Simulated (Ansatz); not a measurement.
System: rock-salt NaBr. Method: LDA+SOC (PAW; Ansatz, an electronic-structure program).

Run with plane-wave cutoff 520 eV, 10×10×10 k mesh, Fermi–Dirac smearing 0.01 eV, PAW data made under PBE.

The cell has the measured lattice: a = 5.9730 Å, b = 5.9730 Å, c = 5.9730 Å, α = 90.00°, β = 90.00°, γ = 90.00°.

Give the computed band gap.


* **band gap**: 3.61 eV (direct)

Measured, for comparison: band gap 7.1 eV (temperature not stated, no zero-point or thermal correction; as tabulated in Aguado et al. (1998), arXiv:cond-mat/9809176). Computed (rounded) less measured: band gap -3.49 eV.

Note: cell and atoms aren't relaxed at this level (pressure -2.0 GPa).

Computed values are for the static lattice.
